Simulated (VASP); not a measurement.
# BN (P6_3mc) in VASP: settings compared

One crystal, BN, is run at these levels: PBE, PBE+D3(BJ); tasks: single point.

Everything below comes from runs of VASP 6.6.1. Logs are shortened: lines on timing, memory, paths and dates and some standing lists are left out, and cuts for length are marked.

## Step 1: The crystal as given

Symmetry: P6_3mc, No. 186, hexagonal system. Conventional cell: a = 2.554 Å, b = 2.554 Å, c = 4.227 Å, α = 90.00°, β = 90.00°, γ = 120.00°. B (site symmetry 3m) has 4 N at 1.57 to 1.58 Å as nearest neighbours. N (site symmetry 3m) is surrounded by 4 B at 1.57 to 1.58 Å.

Measurements of this composition are mostly on another form, of space group No. 194.

## Step 2: Single point, PBE

Contents of INCAR:

```
PREC     = Accurate       # precision mode
ENCUT    = 520            # plane-wave cutoff, eV
EDIFF    = 1E-6           # SCF threshold, eV
ISMEAR   = 0              # smearing method
SIGMA    = 0.1            # smearing width, eV
LREAL    = False          # projectors in reciprocal space
LASPH    = True           # aspherical terms in the spheres
NELM     = 100            # most SCF steps
ALGO     = Normal         # electronic algorithm
ISIF     = 2              # what is computed and relaxed
LWAVE    = False          # write WAVECAR
LCHARG   = False          # write CHGCAR
GGA      = PE             # functional
NBANDS   = 16             # bands
```

Contents of KPOINTS:

```
regular mesh
0
Gamma
  6 6 4
```

Contents of POSCAR:

```
BN
1.0
    2.5539396017      0.0000000000      0.0000000000
   -1.2769698009      2.2117765748      0.0000000000
    0.0000000000      0.0000000000      4.2268550000
B N
2 2
Direct
    0.6666666700      0.3333333300      0.9997240000
    0.3333333300      0.6666666700      0.4997240000
    0.6666666700      0.3333333300      0.6252760000
    0.3333333300      0.6666666700      0.1252760000
```

Potentials or basis: VASP PAW PBE potentials, release 64 (B, N).

The run is started by

```
$ cat potpaw_PBE.64/B/POTCAR potpaw_PBE.64/N/POTCAR > POTCAR
$ mpirun -np 1 vasp_std > vasp.out
```

OUTCAR:

```text
PREC = Accurate
   ENCUT = 520
   EDIFF = 1E-6
   ISMEAR = 0
   LREAL = False
   LASPH = True
   NELM = 100
   ISIF = 2
   GGA = PE

 ion  position               nearest neighbor table
   1  0.667  0.333  1.000-   4 1.57   4 1.57   4 1.57   3 1.58
   2  0.333  0.667  0.500-   3 1.57   3 1.57   3 1.57   4 1.58
   3  0.667  0.333  0.625-   2 1.57   2 1.57   2 1.57   1 1.58
   4  0.333  0.667  0.125-   1 1.57   1 1.57   1 1.57   2 1.58

  LATTYP: Found a hexagonal cell.
 ALAT       =     2.5539396017
 C/A-ratio  =     1.6550332659

  Lattice vectors:

 A1 = (   2.5539396017,   0.0000000000,   0.0000000000)
 A2 = (  -1.2769698009,   2.2117765748,   0.0000000000)
 A3 = (   0.0000000000,   0.0000000000,   4.2268550000)

Analysis of symmetry for initial positions (statically):
=====================================================================
 Subroutine PRICEL returns:
 Original cell was already a primitive cell.

 Routine SETGRP: Setting up the symmetry group for a
 hexagonal supercell.

 Subroutine GETGRP returns: Found 12 space group operations
 (whereof  6 operations were pure point group operations)
 out of a pool of 24 trial point group operations.

The static configuration has the point symmetry C_3v.
 The point group associated with its full space group is C_6v.

Analysis of symmetry for dynamics (positions and initial velocities):
=====================================================================
 Subroutine PRICEL returns:
 Original cell was already a primitive cell.

 Routine SETGRP: Setting up the symmetry group for a
 hexagonal supercell.

 Subroutine GETGRP returns: Found 12 space group operations
 (whereof  6 operations were pure point group operations)
 out of a pool of 24 trial point group operations.

The dynamic configuration has the point symmetry C_3v.
 The point group associated with its full space group is C_6v.

 Subroutine INISYM returns: Found 12 space group operations
 (whereof  6 operations are pure point group operations),
 and found     1 'primitive' translations

----------------------------------------------------------------------------------------

                                     Primitive cell

  volume of cell :      23.8764

  direct lattice vectors                    reciprocal lattice vectors
     2.553939602  0.000000000  0.000000000     0.391551938  0.226062617  0.000000000
    -1.276969801  2.211776575  0.000000000     0.000000000  0.452125233  0.000000000
     0.000000000  0.000000000  4.226855000     0.000000000  0.000000000  0.236582518

  length of vectors
     2.553939602  2.553939602  4.226855000     0.452125233  0.452125233  0.236582518

  position of ions in fractional coordinates (direct lattice)
     0.666666670  0.333333330  0.999724000
     0.333333330  0.666666670  0.499724000
     0.666666670  0.333333330  0.625276000
     0.333333330  0.666666670  0.125276000

  ion indices of the primitive-cell ions
   primitive index   ion index
                 1           1
                 2           2
                 3           3
                 4           4

----------------------------------------------------------------------------------------

 KPOINTS: regular mesh

Automatic generation of k-mesh.
 Grid dimensions read from file:
 generate k-points for:    6    6    4

 Generating k-lattice:

  Cartesian coordinates                     Fractional coordinates (reciprocal lattice)
     0.065258656  0.037677103  0.000000000     0.166666667  0.000000000  0.000000000
     0.000000000  0.075354206  0.000000000     0.000000000  0.166666667  0.000000000
     0.000000000  0.000000000  0.059145630     0.000000000  0.000000000  0.250000000

  Length of vectors
     0.075354206  0.075354206  0.059145630

  Shift w.r.t. Gamma in fractional coordinates (k-lattice)
     0.000000000  0.000000000  0.000000000

 Subroutine IBZKPT returns following result:
 ===========================================

 Found     21 irreducible k-points:

 Following reciprocal coordinates:
            Coordinates               Weight
  0.000000  0.000000  0.000000      1.000000
  0.166667  0.000000  0.000000      6.000000
  0.333333  0.000000  0.000000      6.000000
  0.500000  0.000000  0.000000      3.000000
  0.166667  0.166667  0.000000      6.000000
  0.333333  0.166667  0.000000     12.000000
[... 13 lines left out ...]
  0.333333  0.166667  0.500000     12.000000
  0.333333  0.333333  0.500000      2.000000
   k-points           NKPTS =     21   k-points in BZ     NKDIM =     21   number of bands    NBANDS=     16
   number of dos      NEDOS =    301   number of ions     NIONS =      4
   total plane-waves  NPLWV =  12800
   dimension x,y,z NGX =    20 NGY =   20 NGZ =   32
   dimension x,y,z NGXF=    40 NGYF=   40 NGZF=   64
   ions per type =               2   2
   NGX,Y,Z   is equivalent  to a cutoff of  13.02, 13.02, 12.59 a.u.
   NGXF,Y,Z  is equivalent  to a cutoff of  26.04, 26.04, 25.17 a.u.
 SYSTEM =  unknown system
   PREC   = accura    normal or accurate (medium, high low for compatibility)
   ISTART =      0    job   : 0-new  1-cont  2-samecut
   ICHARG =      2    charge: 1-file 2-atom 10-const
   ISPIN  =      1    spin polarized calculation?
   LNONCOLLINEAR =      F non collinear calculations
   LSORBIT =      F    spin-orbit coupling
   LASPH  =      T    aspherical Exc in radial PAW
   ENCUT  =  520.0 eV  38.22 Ry    6.18 a.u.   4.75  4.75  7.86*2*pi/ulx,y,z
   NELM   =    100;   NELMIN=  2; NELMDL= -5     # of ELM steps
   EDIFF  = 0.1E-05   stopping-criterion for ELM
[... 8 lines left out ...]
   TEBEG  =    0.0;   TEEND  =   0.0 temperature during run
   PSTRESS=    0.0 pullay stress
   NELECT =      16.0000    total number of electrons
   NUPDOWN=      -1.0000    fix difference up-down
   EMIN   =  10.00;   EMAX   =-10.00  energy-range for DOS
   EFERMI =   0.00;   METHOD = LEGACY
   ISMEAR =     0;   SIGMA  =   0.10  broadening in eV -4-tet -1-fermi 0-gaus
   EFERMI_NEDOS =   21; number of points for ismear=-14 and -15
   IALGO  =     38    algorithm
   IMIX   =      4    mixing-type and parameters
     AMIX     =   0.40;   BMIX     =  1.00
     AMIX_MAG =   1.60;   BMIX_MAG =  1.00
  volume/ion in A,a.u.               =       5.97        40.28
  Fermi-wavevector in a.u.,A,eV,Ry     =   1.432600  2.707222 27.923836  2.052344
  Thomas-Fermi vector in A             =   2.552210
   LORBIT       =      0    0 simple, 1 ext, 2 COOP (PROOUT), +10 PAW based schemes
   GGA     = PE    functional components
   LHFCALC =     F    Hartree Fock is set to
   AEXX    =    0.0000 exact exchange contribution
   IVDW    =     0    specifies the selected vdW correction
   LEPSILON=     F    determine dielectric tensor
   LRPA    =     F    only Hartree local field effects (RPA)
 non-spin polarized calculation
 Gauss-broadening in eV      SIGMA  =   0.10
  energy-cutoff  :      520.00
  volume of cell :       23.88
 maximum number of plane-waves:       660
 NGX is ok and might be reduce to    20
   NGX =  9   NGY =  9   NGZ = 15

 number of electron      16.0000000 magnetization

 Free energy of the ion-electron system (eV)
  ---------------------------------------------------
  ext. energy  EPLUGINS =         0.00000000
  ---------------------------------------------------
  free energy    TOTEN  =       -34.82845976 eV

  energy without entropy =      -34.82845976  energy(sigma->0) =      -34.82845976

 E-fermi :   7.9274     XC(G=0): -12.7607

 val. band max:        7.4336346324   @ k =   0.0000   0.0000   0.0000
 cond. band min:      12.6291546256   @ k =   0.3333   0.3333   0.0000
 fundamental gap:      5.1955199933
 Fermi energy:         7.9274349138

 k-point     1 :       0.0000    0.0000    0.0000
  band No.  band energies     occupation
      1     -12.8559      2.00000
      2      -8.7557      2.00000
      3      -3.3932      2.00000
      4       5.3345      2.00000
      5       5.3345      2.00000
      6       7.1582      2.00000
[... 8 lines left out ...]
     15      19.2549      0.00000
     16      23.5100      0.00000

 k-point     2 :       0.1667    0.0000    0.0000
  band No.  band energies     occupation
      1     -12.2607      2.00000
      2      -8.3122      2.00000
      3      -2.8037      2.00000
      4       2.9922      2.00000
      5       4.3983      2.00000
      6       5.4518      2.00000
[... 8 lines left out ...]
     15      20.8228      0.00000
     16      22.6500      0.00000

 k-point     3 :       0.3333    0.0000    0.0000
  band No.  band energies     occupation
      1     -10.5792      2.00000
      2      -7.3660      2.00000
      3      -1.1707      2.00000
      4      -0.7072      2.00000
      5       1.9385      2.00000
      6       3.0433      2.00000
[... 8 lines left out ...]
     15      23.0729      0.00000
     16      23.7014      0.00000

 k-point     4 :       0.5000    0.0000    0.0000
  band No.  band energies     occupation
      1      -8.8071      2.00000
      2      -7.5323      2.00000
      3      -1.9884      2.00000
      4      -0.3132      2.00000
      5       0.5778      2.00000
      6       2.5023      2.00000
[... 8 lines left out ...]
     15      23.7695      0.00000
     16      25.0851      0.00000
[... 267 lines left out ...]
 k-point    19 :       0.1667    0.1667    0.5000
  band No.  band energies     occupation
      1      -9.7964      2.00000
      2      -9.7964      2.00000
      3       0.8559      2.00000
      4       0.8559      2.00000
      5       3.1694      2.00000
      6       3.1694      2.00000
[... 8 lines left out ...]
     15      22.0793      0.00000
     16      22.0793      0.00000

 k-point    20 :       0.3333    0.1667    0.5000
  band No.  band energies     occupation
      1      -8.1894      2.00000
      2      -8.1894      2.00000
      3      -1.5735      2.00000
      4      -1.5735      2.00000
      5       1.9276      2.00000
      6       1.9276      2.00000
[... 8 lines left out ...]
     15      23.5033      0.00000
     16      23.5033      0.00000

 k-point    21 :       0.3333    0.3333    0.5000
  band No.  band energies     occupation
      1      -7.4659      2.00000
      2      -7.4659      2.00000
      3      -1.3370      2.00000
      4      -1.3370      2.00000
      5      -0.2163      2.00000
      6      -0.2163      2.00000
[... 8 lines left out ...]
     15      23.9394      0.00000
     16      23.9394      0.00000

------------------------ aborting loop because EDIFF is reached ----------------------------------------

  FORCE on cell =-STRESS in cart. coord.  units (eV):
  Direction    XX          YY          ZZ          XY          YZ          ZX
  --------------------------------------------------------------------------------------
  -------------------------------------------------------------------------------------
  Total        0.0761550      0.0761550     -0.0561750     -0.0000000      0.0000000      0.0000000
  in kB        5.1102229      5.1102229     -3.7695092     -0.0000000      0.0000000      0.0000000
  external PRESSURE =       2.1503122 kB  Pullay stress =       0.0000000 kB

 VOLUME and BASIS-vectors are now :
 -----------------------------------------------------------------------------
  energy-cutoff  :      520.00
  volume of cell :       23.88
      direct lattice vectors                 reciprocal lattice vectors
     2.553939602  0.000000000  0.000000000     0.391551938  0.226062617  0.000000000
    -1.276969801  2.211776575  0.000000000     0.000000000  0.452125233  0.000000000
     0.000000000  0.000000000  4.226855000     0.000000000  0.000000000  0.236582518

 POSITION                                       TOTAL-FORCE (eV/Angst)
 -----------------------------------------------------------------------------------
      1.27697      0.73726      4.22569         0.000000     -0.000000      0.018828
     -0.00000      1.47452      2.11226        -0.000000      0.000000      0.018828
      1.27697      0.73726      2.64295         0.000000     -0.000000     -0.018828
     -0.00000      1.47452      0.52952        -0.000000      0.000000     -0.018828
 -----------------------------------------------------------------------------------
    total drift:                                0.000001     -0.000000      0.000396

  FREE ENERGIE OF THE ION-ELECTRON SYSTEM (eV)
  ---------------------------------------------------
  free  energy   TOTEN  =       -34.8284597578 eV

  energy  without entropy=      -34.8284597578  energy(sigma->0) =      -34.82845976
```

Wall time 10 s (1 thread of AMD EPYC 7R43 (Zen 3), shared host); peak memory 0.09 GiB.

Results:

| Property | Result |
| --- | --- |
| Free energy | -34.8285 eV |
| Pressure | 0.2 GPa |
| Largest force | 0.019 eV/Å |
| Band gap on the k mesh | 5.20 eV, indirect (least direct gap 8.25 eV) |

Forces on the atoms (eV/Å):
```
B    0.000  0.000  0.019
B    0.000  0.000  0.019
N    0.000  0.000 -0.019
N    0.000  0.000 -0.019
```

Caveat: the k mesh is coarse (spacing up to 0.47 Å⁻¹), so the values aren't converged.

## Step 3: Single point, PBE+D3(BJ)

Contents of INCAR:

```
SYSTEM = BN
  PREC = Accurate
  ENCUT = 520
  EDIFF = 1E-7
  ISMEAR = 0
  SIGMA = 0.1
  LREAL = .FALSE.
  LASPH = .TRUE.
  NELM = 100
  ALGO = Fast
  ISIF = 2
  LWAVE = .FALSE.
  LCHARG = .TRUE.
  GGA = PE
  IVDW = 12
  LELF = .TRUE.
  LVHAR = .TRUE.
  NBANDS = 16
```

Contents of KPOINTS:

```
Automatic mesh
0
G
  6 6 4
  0 0 0
```

Contents of POSCAR:

```
BN
1.0
    2.5539396017      0.0000000000      0.0000000000
   -1.2769698009      2.2117765748      0.0000000000
    0.0000000000      0.0000000000      4.2268550000
B N
2 2
Direct
    0.6666666667      0.3333333333      0.9997240000
    0.3333333333      0.6666666667      0.4997240000
    0.6666666667      0.3333333333      0.6252760000
    0.3333333333      0.6666666667      0.1252760000
```

Potentials or basis: VASP PAW PBE potentials, release 64 (B, N).

The run is started by

```
$ cat potpaw_PBE.64/B/POTCAR potpaw_PBE.64/N/POTCAR > POTCAR
$ mpirun -np 1 vasp_std > vasp.out
```

It took 15 s on 1 thread of AMD EPYC 7R43 (Zen 3), shared host; peak memory 0.11 GiB.

Results (log left out):

| Quantity | Value |
| --- | --- |
| Free energy | -35.6564 eV |
| Pressure | -5.4 GPa |
| Largest force | 0.020 eV/Å |
| Band gap on the k mesh | 5.20 eV, indirect (least direct gap 8.25 eV) |
| Dispersion energy per atom | -0.207 eV |

Forces in eV/Å, atoms in the order of the input:
```
B    0.000  0.000  0.020
B    0.000  0.000  0.020
N    0.000  0.000 -0.020
N    0.000  0.000 -0.020
```

Stress tensor (GPa, compression positive):
```
-5.07  0.00  0.00
 0.00 -5.07  0.00
 0.00  0.00 -5.97
```

Levels at points of the mesh, in eV from the valence-band top:
```
           k point  band 5  band 6  band 7  band 8  band 9  band 10  band 11  band 12
(0.00, 0.00, 0.00)   -2.10   -0.28    0.00    0.00    8.33     8.33     8.53     9.42
(0.50, 0.00, 0.00)   -6.86   -4.93   -4.37   -2.09    6.68     7.93    10.55    11.39
(0.00, 0.00, 0.50)   -1.16   -1.16   -1.16   -1.16    9.41     9.41     9.87     9.87
(0.50, 0.00, 0.50)   -3.73   -3.73   -3.55   -3.55    6.55     6.55     9.97     9.97
```

Caveat: the k mesh is coarse (spacing up to 0.47 Å⁻¹), so the values aren't converged. Expect the measured gap to be larger: semilocal functionals such as PBE lack the derivative discontinuity.

## Step 4: Single point, PBE

Contents of INCAR:

```
SYSTEM = BN
PREC = Accurate ; ENCUT = 520
EDIFF = 1E-6 ; ISMEAR = 0
SIGMA = 0.1 ; LREAL = .FALSE.
LASPH = .TRUE. ; NELM = 80
ALGO = Normal ; ISIF = 2
LWAVE = .FALSE. ; LCHARG = .TRUE.
GGA = PE ; LELF = .TRUE.
LVHAR = .TRUE. ; NBANDS = 16
```

KPOINTS is that of step 3.

POSCAR is that of step 3.

The run is started by

```
$ cat potpaw_PBE.64/B/POTCAR potpaw_PBE.64/N/POTCAR > POTCAR
$ mpirun -np 1 vasp_std > vasp.out
```

Run time: 13 s. Hardware: 1 thread of AMD EPYC 7R43 (Zen 3), shared host; peak memory 0.09 GiB.

It converged, with:

- Free energy: -34.8285 eV
- Pressure: 0.2 GPa
- Largest force: 0.019 eV/Å
- Band gap on the k mesh: 5.20 eV, indirect (least direct gap 8.25 eV)

Forces on the atoms (eV/Å):
```
B    0.000  0.000  0.019
B    0.000  0.000  0.019
N    0.000  0.000 -0.019
N    0.000  0.000 -0.019
```

Stress tensor (GPa, compression positive):
```
 0.51  0.00  0.00
 0.00  0.51  0.00
 0.00  0.00 -0.38
```

Levels at points of the mesh, in eV from the valence-band top:
```tsv
k point	band 5	band 6	band 7	band 8	band 9	band 10	band 11	band 12
(0.00, 0.00, 0.00)	-2.10	-0.28	0.00	0.00	8.33	8.33	8.53	9.42
(0.50, 0.00, 0.00)	-6.86	-4.93	-4.37	-2.09	6.68	7.93	10.55	11.39
(0.00, 0.00, 0.50)	-1.16	-1.16	-1.16	-1.16	9.41	9.41	9.87	9.87
(0.50, 0.00, 0.50)	-3.73	-3.73	-3.55	-3.55	6.55	6.55	9.97	9.97
```

Caveat: the k mesh is coarse (spacing up to 0.47 Å⁻¹), so the values aren't converged. A k mesh can miss the band edges.

## Step 5: Single point, PBE

Contents of INCAR:

```
  PREC = Accurate
  ENCUT = 520
  EDIFF = 1E-6
  ISMEAR = 0
  SIGMA = 0.1
  LREAL = F
  LASPH = T
  NELM = 60
  ALGO = Fast
  ISIF = 2
  LWAVE = F
  LCHARG = T
  GGA = PE
  LELF = T
  LVHAR = T
  NBANDS = 16
```

Contents of KPOINTS:

```
Automatic mesh
0
Gamma
  6 6 4
```

POSCAR is that of step 4.

The run is started by

```
$ cat potpaw_PBE.64/B/POTCAR potpaw_PBE.64/N/POTCAR > POTCAR
$ mpirun -np 1 vasp_std > vasp.out
```

It took 12 s on 1 thread of AMD EPYC 7R43 (Zen 3), shared host; peak memory 0.09 GiB.

The run converged. Its results:

```
Free energy            : -34.8285 eV
Pressure               : 0.2 GPa
Largest force          : 0.019 eV/Å
Band gap on the k mesh : 5.20 eV, indirect (least direct gap 8.25 eV)
```

Forces on the atoms (eV/Å):
```
B    0.000  0.000  0.019
B    0.000  0.000  0.019
N    0.000  0.000 -0.019
N    0.000  0.000 -0.019
```

Stress tensor (GPa, compression positive):
```
 0.50  0.00  0.00
 0.00  0.50  0.00
 0.00  0.00 -0.38
```

Levels at points of the mesh, in eV from the valence-band top:
```
           k point  band 4  band 5  band 6  band 7  band 8  band 9  band 10  band 11  band 12  band 13
(0.00, 0.00, 0.00)   -2.10   -2.10   -0.28    0.00    0.00    8.33     8.33     8.53     9.42    10.63
(0.50, 0.00, 0.00)   -7.75   -6.86   -4.93   -4.37   -2.09    6.68     7.93    10.55    11.39    12.79
(0.00, 0.00, 0.50)   -5.68   -1.16   -1.16   -1.16   -1.16    9.41     9.41     9.87     9.87     9.87
(0.50, 0.00, 0.50)   -9.94   -3.73   -3.73   -3.55   -3.55    6.55     6.55     9.97     9.97    14.17
```

Caveat: the k mesh is coarse (spacing up to 0.47 Å⁻¹), so the values aren't converged.
